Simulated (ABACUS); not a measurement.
The system is Rh.

```
Rh
1.0
     0.00000    1.89785    1.89785
     1.89785    0.00000    1.89785
     1.89785    1.89785    0.00000
Rh
1
Cartesian
  0.0000 0.0000 0.0000
```

- Program: ABACUS 3.10.1
- Task: relaxation of cell and atoms
- Functional: AM05
- Potentials or basis: PseudoDojo NC SR 0.4 PBEsol stringent
- Cutoff: 1211 eV
- Density cutoff: 4844 eV
- Basis: plane waves
- k mesh: 10 × 10 × 10
- Occupations: fermi-dirac, width 0.05 eV
- Spin: no spin polarisation

At the start: pressure -4.8 GPa; volume 13.67 Å³/atom.

Task: How do energy, volume and symmetry change on relaxing?

Result: Over 4 steps the energy falls by 3.5 meV/atom and the volume is 13.44 Å³/atom (-1.7 %); space group Fm-3m (No. 225, to 0.05 Å).

Step by step:
| step | energy change (eV) | largest force (eV/Å) | pressure (GPa) | volume (Å³) |
| --- | --- | --- | --- | --- |
| 1 | 0.0000 | 0.0000 | -4.80 | 13.67 |
| 2 | 0.0237 | 0.0000 | 15.30 | 12.85 |
| 3 | -0.0035 | 0.0000 | -0.08 | 13.45 |
| 4 | -0.0035 | 0.0000 | 0.04 | 13.44 |

Final structure:
```yaml
crystal:
  lattice:
    - [0.00000, 1.88730, 1.88730]
    - [1.88730, 0.00000, 1.88730]
    - [1.88730, 1.88730, 0.00000]
  atoms:
    - { symbol: Rh, position: [0.00000, 0.00000, 0.00000] }
```

Caveat: the potentials were made for another functional, which shifts forces and pressure.
